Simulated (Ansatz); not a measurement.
# HfO2 (Pnma) in Ansatz: relaxation of cell and atoms with PBEsol+D3(BJ)

Aim: the relaxation of cell and atoms of HfO2 with PBEsol+D3(BJ).

Program: Ansatz 0.2.0. These are calculated values, not measurements. Logs are shortened: lines on timing, memory, paths and dates and some standing lists are left out, and cuts for length are marked.

## Step 1: The structure

Symmetry: Pnma, No. 62, orthorhombic system. The conventional cell has a = 5.556 Å, b = 3.334 Å, c = 6.505 Å, α = 90.00°, β = 90.00°, γ = 90.00°. Around Hf (site symmetry m) lie 7 O at 2.14 to 2.27 Å. O (site symmetry m) has 4 Hf at 2.14 to 2.17 Å as nearest neighbours. Around O (site symmetry m) lie 3 Hf at 2.16 to 2.27 Å.

Measurements of this composition are mostly on another form, of space group No. 14.

## Step 2: Relaxation of cell and atoms, PBEsol+D3(BJ)

Input file input.yaml:

```yaml
crystal:
  lattice:
    - [5.556395, 0.0, 0.0]
    - [0.0, 3.333597, 0.0]
    - [0.0, 0.0, 6.504995]
  atoms:
    - { symbol: Hf, position: [0.748682, 0.75, 0.607871] }
    - { symbol: Hf, position: [0.251318, 0.25, 0.392129] }
    - { symbol: Hf, position: [0.248682, 0.75, 0.892129] }
    - { symbol: Hf, position: [0.751318, 0.25, 0.107871] }
    - { symbol: O, position: [0.639499, 0.25, 0.4234] }
    - { symbol: O, position: [0.360501, 0.75, 0.5766] }
    - { symbol: O, position: [0.139499, 0.25, 0.0766] }
    - { symbol: O, position: [0.860501, 0.75, 0.9234] }
    - { symbol: O, position: [0.520794, 0.25, 0.841453] }
    - { symbol: O, position: [0.479206, 0.75, 0.158547] }
    - { symbol: O, position: [0.020794, 0.25, 0.658547] }
    - { symbol: O, position: [0.979206, 0.75, 0.341453] }
hamiltonian:
  xc: pbesol
  pseudopotentials: { kind: paw }
  dispersion: d3bj
kpoints:
  mp_grid: { grid: [5, 8, 4] }
scf:
  occupations: { method: fermi_dirac, width: 0.05 }
output:
  forces: true
  stress: true
  eigenvalues: true
  write_density: true
  write_potential: true
  elf: true
  volumetric_format: npy
relax:
  f_tol: 0.01
  max_steps: 40
  cell: { stress_tol: 0.05 }
```

Potentials or basis: Ansatz PAW.

Command:

```
$ ansatz run input.yaml --threads 4 --pin off --max-ram 11264MiB --backend cpu --events-out ev --progress --plain --runs-dir out
```

Output:

```text
Warning: RAYON_NUM_THREADS=4 ignored (pool sized by the plan → 4); use --threads N
Engine: ansatz 0.2.0, aarch64-unknown-linux-gnu
Pseudopotentials: kind: paw
Pseudopotential: Hf, paw, valence charge 26, recommended cutoff 420 eV (normal), Hf.paw.azcp
Pseudopotential: O, paw, valence charge 6, recommended cutoff 420 eV (normal), O.paw.azcp
Functional definition: PBEsol
  exchange = pbesol_x
  correlation = pbesol_c
Crystal: 12 atoms, lattice volume = 120.491 Å³
Basis set: ecut = 420 eV, 2361 PW (Γ), exchange–correlation on 80×48×90 points (8 copies of the dense FFT grid, shifted against one another)
Bands: 92, of which v1, the nominal top of the filled ones, is band 76 counted from 1 (75 counted from 0)
Symmetry: 8 space group operations
Space group: Pnma (ITA 62), of the structure as read, at distance tolerance 4.9e-5 Å
k-points: 45 of 160
Non-local potential: Hf, projectors of the file, l = 0: 3, l = 1: 2, l = 2: 2, l = 3: 3
Non-local potential: O, projectors of the file, l = 0: 2, l = 1: 2, l = 2: 1
PAW form: soft (Blöchl's): semilocal exchange-correlation on the pseudo side does not see the compensation charge
PAW frozen core: Hf, regenerated for the run's functional, and the local potential with it (the file was generated under x = pbe(κ = 0.804, μ = 0.2195149727645171), c = pbe(β = 0.06672455060314922))
PAW frozen core: O, regenerated for the run's functional, and the local potential with it (the file was generated under x = pbe(κ = 0.804, μ = 0.2195149727645171), c = pbe(β = 0.06672455060314922))
PAW one-centre angular grid: Hf, 590 points (default); XC on 64 Gauss nodes
PAW one-centre angular grid: O, 110 points (default); XC on 64 Gauss nodes
Initial density: superposition of atomic densities (neutral atoms: chi_scale 0, normalization atom), corrected by the library's trained network
Initial wavefunctions: pseudopotential atomic-orbital guess
Functional: x = pbesol(κ = 0.804, μ = 0.12345679012345678), c = pbesol(β = 0.046)
SCF iter   1: F=—  HF=-66903.057900 eV  |F-HF|=—  |Δ(HF+E_count)|=         —  Δρ=2.04e-2  dr2=4.23e-1  ethr=1.77e-3  ⟨swp⟩=5.1  Hψ=12773  notcnv=0  defer=132
preconditioner: auto → Resta (q_TF=auto, 2.836 Å⁻¹)  ε∞=6.0  [insulator: Δε(μ)=3.090 eV  Ē_g=18.209 eV  σ=0.050 eV  W_gap=1.00  n_scr=42 (ndim 8)  ℏωp=40.6 eV  f_vac=0.000  D(μ)=0.00/eV (n_scr^D=0)  ε∞_Penn≈6.0]
SCF iter   2: F=—  HF=-66902.954805 eV  |F-HF|=—  |Δ(HF+E_count)|=   1.03e-1  Δρ=3.58e-3  dr2=7.61e-3  ethr=2.79e-4  ⟨swp⟩=2.0  Hψ=7570  notcnv=0  defer=420
SCF iter   3: F=—  HF=-66902.954576 eV  |F-HF|=—  |Δ(HF+E_count)|=   2.29e-4  Δρ=1.79e-3  dr2=2.82e-3  ethr=5.00e-6  ⟨swp⟩=2.0  Hψ=6234  notcnv=0  defer=420
SCF iter   4: F=—  HF=-66902.955018 eV  |F-HF|=—  |Δ(HF+E_count)|=   4.42e-4  Δρ=9.25e-4  dr2=7.43e-4  ethr=1.86e-6  ⟨swp⟩=2.0  Hψ=6054  notcnv=0  defer=420
SCF iter   5: F=—  HF=-66902.954773 eV  |F-HF|=—  |Δ(HF+E_count)|=   2.46e-4  Δρ=2.46e-4  dr2=6.00e-5  ethr=4.89e-7  ⟨swp⟩=2.0  Hψ=6873  notcnv=0  defer=420
SCF iter   6: F=—  HF=-66902.954690 eV  |F-HF|=—  |Δ(HF+E_count)|=   8.30e-5  Δρ=8.55e-5  dr2=8.94e-6  ethr=3.95e-8  ⟨swp⟩=2.0  Hψ=6465  notcnv=0  defer=420
SCF iter   7: F=—  HF=-66902.954689 eV  |F-HF|=—  |Δ(HF+E_count)|=   6.90e-7  Δρ=2.33e-5  dr2=5.14e-7  ethr=5.88e-9  ⟨swp⟩=2.0  Hψ=7140  notcnv=0  defer=420
SCF iter   8: F=-66902.954689 eV  HF=-66902.954689 eV  |F-HF|=4.37e-10  |Δ(HF+E_count)|=   8.68e-8  Δρ=4.44e-6  dr2=2.22e-8  ethr=6.58e-11  ⟨swp⟩=14.0  Hψ=31337  notcnv=0
SCF 1 converged in 8 iterations: F = -66902.954689 eV  dr2 = 2.22e-8
[... 120 lines left out ...]
--- Per-component energies (eV) ---
  E_band       = 592.675578
  E_kinetic    = 3097.739190
  E_local      = -20731.688846  (includes V_loc(G=0)·N_el)
  E_nonlocal   = -4562.362249
  E_hartree    = 9603.298413
  E_xc         = -1778.685428
  E_vxc        = -1819.234686  (∫ρ·V_xc dr)
  E_paw        = -28446.396704  (= ΣΔE_a)
  E_vpaw       = 5401.605878  (= ΣTr[D̂ρ^β])
  E_aug_tail   = 0.019813  (compensation charges beyond the density's cutoff)
  E_ewald      = -24087.249952
  E_disp       = -3.075203  (pairwise vdW)
  E_core_change = 5.286670  (= ΣΔE_core)
  E_smearing   = -0.000000  (= −TS)
  E_closure    = -0.000000  (closes the sum)
  Σ components = -66903.114297   (vs F -66903.114297, Δ=0.00e0)
--- Forces (eV/Å), atoms counted from 1 ---
  atom   1  Hf    -0.00004169    -0.00000000     0.00039424
  atom   2  Hf     0.00004169     0.00000000    -0.00039424
  atom   3  Hf    -0.00004169    -0.00000000    -0.00039424
  atom   4  Hf     0.00004169     0.00000000     0.00039424
  atom   5  O     -0.00020906    -0.00000000    -0.00019978
  atom   6  O      0.00020906     0.00000000     0.00019978
  atom   7  O     -0.00020906     0.00000000     0.00019978
  atom   8  O      0.00020906    -0.00000000    -0.00019978
  atom   9  O     -0.00021922    -0.00000000     0.00014003
  atom  10  O      0.00021922     0.00000000    -0.00014003
  atom  11  O     -0.00021922    -0.00000000    -0.00014003
  atom  12  O      0.00021922     0.00000000     0.00014003
  max |Σ_I F_I| component: 6.51e-18 eV/Å
--- Stress (GPa, compression-positive) ---
        0.003975      -0.000000      -0.000000
       -0.000000      -0.010937       0.000000
       -0.000000       0.000000      -0.009215
  P = ⅓ Tr σ = -0.0054 GPa (-0.054 kbar)
--- Band table (eV; the first three rows and the last of 45) ---
  k-point 0: bands = ["-42.2932", "-42.2705", "-42.2681", "-42.2642", "-11.5370", "-11.3500", "-11.2711", "-11.1128", "-11.0807", "-10.9770", "-10.9410", "-10.8546", "-10.8494", "-10.8326", "-10.8242", "-10.8144", "-0.8399", "0.9607", "1.0712", "1.5922", "1.8484", "1.9389", "1.9419", "2.1531", "7.7900", "7.8119", "7.8203", "7.8216", "7.8250", "7.8265", "7.8294", "7.8310", "7.8371", "7.8391", "7.8398", "7.8438", "7.8452", "7.8498", "7.8543", "7.8563", "7.8563", "7.8647", "7.8750", "7.8782", "7.8818", "7.8867", "7.8898", "7.8927", "7.8955", "7.8960", "7.9199", "7.9250", "12.7596", "12.7857", "13.2117", "13.5032", "13.6041", "14.0424", "14.0886", "14.0985", "14.4931", "14.5554", "14.7480", "14.8435", "15.4912", "15.6743", "15.7904", "16.1148", "16.2864", "16.5739", "16.9461", "17.3270", "17.3431", "17.9683", "18.1544", "18.2244", "21.4921", "22.6529", "22.7078", "23.2535", "23.7196", "24.1135", "24.1388", "24.9117", "24.9580", "25.0986", "25.1982", "25.5963", "25.7011", "25.9668", "26.1629", "26.3532"]
  k-point 1: bands = ["-42.2908", "-42.2764", "-42.2650", "-42.2639", "-11.4945", "-11.2950", "-11.2422", "-11.2198", "-11.0331", "-10.9722", "-10.9299", "-10.9237", "-10.8680", "-10.8313", "-10.8291", "-10.8202", "-0.6209", "0.6480", "1.0789", "1.5747", "1.9414", "1.9490", "1.9633", "2.1357", "7.7921", "7.8113", "7.8215", "7.8258", "7.8285", "7.8287", "7.8348", "7.8367", "7.8379", "7.8399", "7.8413", "7.8428", "7.8473", "7.8479", "7.8533", "7.8536", "7.8623", "7.8651", "7.8669", "7.8741", "7.8818", "7.8842", "7.8853", "7.8885", "7.8900", "7.8920", "7.9278", "7.9365", "12.5548", "12.6625", "13.1427", "13.2318", "13.7490", "13.8017", "14.2524", "14.4557", "14.5599", "14.7167", "15.0012", "15.2342", "15.2824", "15.6422", "15.7852", "15.9417", "16.2657", "16.6944", "17.0246", "17.1518", "17.6050", "17.7685", "17.9600", "18.0238", "21.8553", "22.6313", "22.8134", "23.3644", "23.5071", "23.7689", "24.0064", "24.2919", "25.2363", "25.3373", "25.6235", "25.6643", "25.7058", "25.9127", "26.1861", "26.6129"]
  k-point 2: bands = ["-42.2843", "-42.2843", "-42.2637", "-42.2637", "-11.3845", "-11.3845", "-11.1645", "-11.1645", "-11.0806", "-11.0806", "-10.9014", "-10.9014", "-10.8833", "-10.8833", "-10.8224", "-10.8224", "-0.0501", "-0.0501", "1.3459", "1.3459", "1.9674", "1.9674", "2.0736", "2.0736", "7.7999", "7.7999", "7.8275", "7.8275", "7.8344", "7.8344", "7.8384", "7.8384", "7.8416", "7.8416", "7.8427", "7.8427", "7.8463", "7.8463", "7.8544", "7.8544", "7.8623", "7.8623", "7.8733", "7.8733", "7.8787", "7.8787", "7.8833", "7.8833", "7.8847", "7.8847", "7.9394", "7.9394", "12.4784", "12.4784", "13.0170", "13.0170", "14.1308", "14.1308", "14.1707", "14.1707", "14.6847", "14.6847", "15.2205", "15.2205", "15.4313", "15.4313", "16.2557", "16.2557", "16.4838", "16.4838", "16.8239", "16.8239", "17.6306", "17.6306", "17.8732", "17.8732", "22.4760", "22.4760", "23.1731", "23.1731", "23.5382", "23.5382", "23.6774", "23.6774", "25.4556", "25.4556", "25.5026", "25.5026", "26.2705", "26.2705", "26.5528", "26.5528"]
  k-point 44: bands = ["-42.2607", "-42.2607", "-42.2560", "-42.2560", "-11.4858", "-11.4858", "-11.4311", "-11.4311", "-11.0631", "-11.0631", "-11.0546", "-11.0546", "-10.9351", "-10.9351", "-10.9030", "-10.9030", "1.0706", "1.0706", "1.1641", "1.1641", "1.7731", "1.7731", "1.7987", "1.7987", "7.8180", "7.8180", "7.8181", "7.8181", "7.8378", "7.8378", "7.8403", "7.8403", "7.8468", "7.8468", "7.8529", "7.8529", "7.8568", "7.8568", "7.8620", "7.8620", "7.8665", "7.8665", "7.8692", "7.8692", "7.8790", "7.8790", "7.8879", "7.8879", "7.8957", "7.8957", "7.8995", "7.8995", "12.4689", "12.4689", "12.6541", "12.6541", "13.4693", "13.4693", "13.5261", "13.5261", "14.6183", "14.6183", "15.1287", "15.1287", "16.4067", "16.4067", "16.4640", "16.4640", "16.7992", "16.7992", "16.8731", "16.8731", "17.4518", "17.4518", "17.5084", "17.5084", "24.0886", "24.0886", "24.4984", "24.4984", "24.7266", "24.7266", "24.8348", "24.8348", "25.7211", "25.7211", "26.0214", "26.0214", "26.3494", "26.3494", "26.3519", "26.3519"]
--- Relaxed structure (9 steps of the walk, 9 accepted, 2 SCFs on fresh bases) ---
  F+E_penalty+E_count = -66903.11429721 eV   max|allowed force component| = 3.942e-4 eV/Å   (the final SCF, on the basis selected at the relaxed cell)
  cell:  # Å, volume = 115.5742 Å³
    - [5.503447891762461, 0.0, 0.0]
    - [0.0, 3.2706392199889662, 0.0]
    - [0.0, 0.0, 6.420862091968248]
  atoms:
    - { symbol: Hf, position: [0.7460170872061328, 0.7500000000000001, 0.612924769597761] }
    - { symbol: Hf, position: [0.253982912793867, 0.25000000000000006, 0.38707523040223907] }
    - { symbol: Hf, position: [0.246017087206133, 0.7500000000000001, 0.8870752304022389] }
    - { symbol: Hf, position: [0.7539829127938672, 0.25000000000000006, 0.11292476959776095] }
    - { symbol: O, position: [0.6408403191860572, 0.25000000000000006, 0.4263905010977023] }
    - { symbol: O, position: [0.35915968081394284, 0.7500000000000001, 0.5736094989022976] }
    - { symbol: O, position: [0.14084031918605727, 0.25000000000000006, 0.0736094989022976] }
    - { symbol: O, position: [0.8591596808139427, 0.7500000000000001, 0.9263905010977025] }
    - { symbol: O, position: [0.5248408383798345, 0.25000000000000006, 0.8382616752451969] }
    - { symbol: O, position: [0.4751591616201655, 0.7500000000000001, 0.161738324754803] }
    - { symbol: O, position: [0.024840838379834505, 0.25000000000000006, 0.6617383247548032] }
    - { symbol: O, position: [0.9751591616201654, 0.7500000000000001, 0.33826167524519696] }
```

Run time: 96 s. Hardware: 4 threads of Arm Neoverse V2, shared host; peak memory 0.8 GiB.

What came out:

```
Free energy                            : -66903.1143 eV
Relaxed volume                         : 9.63 Å³/atom
Relaxed cell                           : a = 5.503 Å, b = 3.271 Å, c = 6.421 Å, α = 90.00°, β = 90.00°, γ = 90.00°
Space group after relaxing (to 0.05 Å) : Pnma (No. 62)
Energy gained by relaxing              : 13.3 meV/atom
Ionic steps                            : 11
Pressure after relaxing                : 0.0 GPa
Band gap on the k mesh                 : 3.27 eV, direct
```

The path:
```csv
step,energy change (eV),largest force (eV/Å),volume (Å³)
1,0.0000,0.0213,120.49
2,-0.1539,0.3585,114.75
3,-0.1727,0.1458,115.98
4,-0.1798,0.0969,115.64
5,-0.1827,0.0247,115.77
6,-0.1832,0.0074,115.74
7,-0.1832,0.0005,115.74
8,-0.1592,0.0013,115.74
9,-0.1605,0.0016,115.56
10,-0.1604,0.0005,115.57
11,-0.1596,0.0004,115.57
```

Final structure:
```
Hf O
1.0
     5.50345    0.00000    0.00000
     0.00000    3.27064    0.00000
     0.00000    0.00000    6.42086
Hf O
4 8
Direct
  0.74602 0.75000 0.61292
  0.25398 0.25000 0.38708
  0.24602 0.75000 0.88708
  0.75398 0.25000 0.11292
  0.64084 0.25000 0.42639
  0.35916 0.75000 0.57361
  0.14084 0.25000 0.07361
  0.85916 0.75000 0.92639
  0.52484 0.25000 0.83826
  0.47516 0.75000 0.16174
  0.02484 0.25000 0.66174
  0.97516 0.75000 0.33826
```

Caveat: odd divisions of the mesh miss points on the zone boundary, where band edges often lie, so the gap on the mesh can be too wide; the plane-wave basis is chosen anew once the cell has moved, so the energies of steps on either side of that aren't comparable; the pressure holds a Pulay correction of +1.0 GPa for the finite cutoff; spin-orbit coupling is left out, which moves the levels of the heavy elements; the PAW data sets come from PBE, with cores solved anew for the run's functional, which leaves a small shift of forces and pressure. As with any semilocal functional, this PBEsol gap is likely too small.
